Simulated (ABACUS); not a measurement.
# V (Im-3m) in ABACUS: notebook

One crystal, V, is run at these levels: PBE; tasks: single point.

Program: ABACUS 3.10.1. These are calculated values, not measurements. Logs are shortened: lines on timing, memory, paths and dates and some standing lists are left out, and cuts for length are marked.

## Step 1: Starting point

It takes space group Im-3m (No. 229, cubic). Conventional cell: a = 3.029 Å, b = 3.029 Å, c = 3.029 Å, α = 90.00°, β = 90.00°, γ = 90.00°. V (site symmetry m-3m) has 8 V at 2.62 Å as nearest neighbours.

## Step 2: Single point, PBE, collinear spin, ferromagnetic start

Input file INPUT:

```
INPUT_PARAMETERS
suffix              V
calculation         scf
basis_type          lcao
pseudo_dir          ./
orbital_dir         ./
symmetry            1
dft_functional      pbe
ecutwfc             100
pseudo_rcut         10
nspin               2
nbands              12
ks_solver           genelpa
smearing_method     fd
smearing_sigma      0.00367493
scf_thr             1e-07
scf_nmax            100
mixing_type         broyden
mixing_beta         0.4
cal_force           1
cal_stress          1
out_mul             1
```

Input file STRU:

```
ATOMIC_SPECIES
V 50.9415 V.upf

NUMERICAL_ORBITAL
V_confined-atom_7au_3s2p2d1f.orb

LATTICE_CONSTANT
1.8897261246

LATTICE_VECTORS
-1.5143500000 1.5143500000 1.5143500000
1.5143500000 -1.5143500000 1.5143500000
1.5143500000 1.5143500000 -1.5143500000

ATOMIC_POSITIONS
Direct

V
0.0
1
0.0000000000 0.0000000000 0.0000000000 1 1 1 mag 2
```

Input file KPT:

```
K_POINTS
0
Gamma
12 12 12 0 0 0
```

Potentials or basis: PseudoDojo NC SR 0.4.1 PBE standard, DZP LCAO (the cutoffs set its grid).

On the command line:

```bash
$ OMP_NUM_THREADS=1 mpirun -np 4 abacus > log
```

running log:

```text
ABACUS v3.10.1

               Atomic-orbital Based Ab-initio Computation at UStc

 ------------------------------------------------------------------------------------

 READING GENERAL INFORMATION
                           global_out_dir = OUT.V/
                           global_in_card = INPUT
                               pseudo_dir = ./
                              orbital_dir = ./
                                    DSIZE = 4
                                    GSIZE = 1

 READING UNITCELL INFORMATION
                                    ntype = 1
                  lattice constant (Bohr) = 1.88973
              lattice constant (Angstrom) = 1

 READING ATOM TYPE 1
                               atom label = V
                      L=0, number of zeta = 3
                      L=1, number of zeta = 2
                      L=2, number of zeta = 2
                      L=3, number of zeta = 1
             number of atom for this type = 1
               magnetization of element 1 = 2

                        TOTAL ATOM NUMBER = 1
DIRECT COORDINATES
    atom                   x                   y                   z     mag                  vx                  vy                  vz
taud_V1            0.0000000000        0.0000000000        0.0000000000  2.0000        0.0000000000        0.0000000000        0.0000000000

                          Volume (Bohr^3) = 93.7423
                             Volume (A^3) = 13.8912

 Lattice vectors: (Cartesian coordinate: in unit of a_0)
             -1.51435            +1.51435            +1.51435
             +1.51435            -1.51435            +1.51435
             +1.51435            +1.51435            -1.51435
 Reciprocal vectors: (Cartesian coordinate: in unit of 2 pi/a_0)
                   +0           +0.330175           +0.330175
            +0.330175                  +0           +0.330175
            +0.330175           +0.330175                  +0
 The esolver type has been set to : ksdft_lcao

                PAO radial cut off (Bohr) = 10

 Read in pseudopotential file is V.upf
                     pseudopotential type = NC
          exchange-correlation functional = PBE
                 nonlocal core correction = 1
                        valence electrons = 13
                                     lmax = 2
                           number of zeta = 4
                     number of projectors = 6
                           L of projector = 0
                           L of projector = 0
                           L of projector = 1
[... 178 lines left out ...]
                                   glayer = [ 6, 6, 6 ]
                             glayer_minus = [ 5, 5, 5 ]

Find the coordinate range of the input atom(unit:lat0).
                                  min_tau = [ -22.7, -22.7, -22.7 ]
                                  max_tau = [ 22.7, 22.7, 22.7 ]
                                BoxNumber = [ 11, 11, 11 ]

 SETUP EXTENDED REAL SPACE GRID FOR GRID INTEGRATION
                          real space grid = [ 32, 32, 32 ]
                 big cell numbers in grid = [ 8, 8, 8 ]
             meshcell numbers in big cell = [ 4, 4, 4 ]
                        extended fft grid = [ 14, 14, 14 ]
                dimension of extened grid = [ 37, 37, 37 ]
                            UnitCellTotal = 125
              Atom number in sub-FFT-grid = 1
    Local orbitals number in sub-FFT-grid = 26
                                ParaV.nnr = 25181
                                 init_chg = atomic

 LCAO ALGORITHM --------------- ION=   1  ELEC=   1--------------------------------
          total magnetism (Bohr mag/cell) = 0.891204
       absolute magnetism (Bohr mag/cell) = 0.891204
                        nelec for spin up = 6.9456
                      nelec for spin down = 6.0544
[... 226 lines left out ...]
 Density error is 6.74919637605e-08
----------------------------------------------------------
     Energy           Rydberg                 eV
----------------------------------------------------------
 E_KohnSham     -147.6132059541      -2008.3807010238
 E_KS(sigma->0) -147.6125520880      -2008.3718047188
 E_Harris       -147.6132070589      -2008.3807160543
 E_band         -11.0739533224       -150.6688645702
 E_one_elec     -46.5638124838       -633.5331703833
 E_Hartree      29.2792363856        398.3644479332
 E_xc           -22.8686435732       -311.1438581265
 E_Ewald        -107.4586785505      -1462.0503278372
 E_entropy(-TS) -0.0013077322        -0.0177926100
 E_descf        0.0000000000         0.0000000000
 E_exx          0.0000000000         0.0000000000
 E_Fermi        1.1820544876         16.0826763784
----------------------------------------------------------

 charge density convergence is achieved
 final etot is -2008.380701 eV
 EFERMI = 16.082676378 eV

 STATE ENERGY(eV) AND OCCUPATIONS    NSPIN == 2
SPIN UP :
 1/72 kpoint (Cartesian) = 0.0000 0.0000 0.0000 (402 pws)
       1       -47.6822    0.000578704
       2       -21.0262    0.000578704
       3       -21.0262    0.000578704
       4       -21.0262    0.000578704
       5        9.55575    0.000578704
       6        16.5109    1.10447e-07
       7        16.5109    1.10447e-07
       8        16.5109    1.10447e-07
       9        18.4714    1.03254e-24
      10        18.4714    1.03254e-24
      11        36.6645        0.00000
      12        36.6645        0.00000
[... 57 lines left out ...]
 6/72 kpoint (Cartesian) = 0.13757 -0.13757 0.0000 (398 pws)
       1       -47.5193     0.00694444
       2       -21.7911     0.00694444
       3       -21.2664     0.00694444
       4       -21.0315     0.00694444
       5        12.9746     0.00694444
       6        15.1052     0.00694444
       7        17.0040    6.90381e-11
       8        18.4205    3.43352e-23
       9        18.7399    5.77216e-26
      10        19.7496    9.79515e-35
      11        26.9238        0.00000
      12        32.2145        0.00000

[... levels at 138 further k points ...]

-------------------------------------------------
 Total Magnetism (uB)
-------------------------------------------------
                         V1        -0.0000061814
-------------------------------------------------

 correction force for each atom along direction 1 is 8.34613e-14
 correction force for each atom along direction 2 is 7.64688e-14
 correction force for each atom along direction 3 is -2.10426e-14
------------------------------------------------------------------------------------------
 TOTAL-FORCE (eV/Angstrom)
------------------------------------------------------------------------------------------
                        V1         0.0000000000         0.0000000000         0.0000000000
------------------------------------------------------------------------------------------

----------------------------------------------------------------
 TOTAL-STRESS (KBAR)
----------------------------------------------------------------
       -43.5925342566        -0.0000000000         0.0000000000
         0.0000000000       -43.5925342566         0.0000000000
        -0.0000000000         0.0000000000       -43.5925342566
----------------------------------------------------------------
 TOTAL-PRESSURE: -43.592534 KBAR

 --------------------------------------------
 !FINAL_ETOT_IS -2008.3807010238381281 eV
 --------------------------------------------
```

stdout:

```text
ABACUS v3.10.1

               Atomic-orbital Based Ab-initio Computation at UStc

%%%%%%%%%%%%%%%%%%%%%%%%%%%%%%%%%%%%%%%%%%%%%%%%%%%%%%%%%%%%%%%%%%%%%%%%%%%%%%%%%%%%%%%%%%%%%%%%%%%%%%%%%
 Warning: the number of valence electrons in pseudopotential > 5 for V: [Ar] 3d3 4s2
[... 41 lines left out ...]
 TOTAL-STRESS (KBAR)
----------------------------------------------------------------
       -43.5925342566        -0.0000000000         0.0000000000
         0.0000000000       -43.5925342566         0.0000000000
        -0.0000000000         0.0000000000       -43.5925342566
----------------------------------------------------------------
 TOTAL-PRESSURE: -43.592534 KBAR
```

Run time: 9.2 s. Hardware: 4 MPI ranks of AMD EPYC 9B14 (Zen 4), shared host; peak memory 0.4 GiB.

What came out:

- Free energy: -2008.3807 eV
- Pressure: -4.4 GPa
- Band gap on the k mesh: none (metal or under the smearing width)
- Net moment: 0.00 μB per cell
- Absolute moment: 0.00 μB per cell

Caveat: the atomic orbitals were generated for these runs and aren't a published set; the basis of atomic orbitals isn't converged, which shifts pressures, moduli and gaps.

## Step 3: Single point, PBE, collinear spin, ferromagnetic start (cell strained at random at fixed volume)

Edit INPUT of step 2 so:

```diff
@@ -22 +22,4 @@
 out_mul             1
+out_chg             1
+out_pot             2
+out_elf             1
```

Input file STRU:

```
ATOMIC_SPECIES
V 50.9415 V.upf

NUMERICAL_ORBITAL
V_confined-atom_7au_3s2p2d1f.orb

LATTICE_CONSTANT
1.8897261246

LATTICE_VECTORS
-1.5169890000 1.5201330000 1.5775550000
1.4987350000 -1.4780690000 1.5172360000
1.5065820000 1.4676620000 -1.5354910000

ATOMIC_POSITIONS
Direct

V
0.0
1
0.0102680000 0.0045550000 -0.0011910000 1 1 1 mag 2
```

KPT is that of step 2.

Potentials or basis: PseudoDojo NC SR 0.4.1 PBE standard, DZP LCAO (the cutoffs set its grid).

On the command line:

```bash
$ OMP_NUM_THREADS=1 mpirun -np 4 abacus > log
```

Wall time 36 s (4 MPI ranks of AMD EPYC 9B14 (Zen 4), shared host); peak memory 0.68 GiB.

Results (log left out):

```
Free energy            : -2008.3766 eV
Pressure               : -4.3 GPa
Band gap on the k mesh : none (metal or under the smearing width)
Net moment             : 0.00 μB per cell
Absolute moment        : 0.00 μB per cell
```

Stress tensor (GPa, compression positive):
```
-3.48  0.05  0.38
 0.05 -3.01 -0.54
 0.38 -0.54 -6.37
```

Caveat: the atomic orbitals were generated for these runs and aren't a published set; the basis of atomic orbitals isn't converged, which shifts pressures, moduli and gaps.
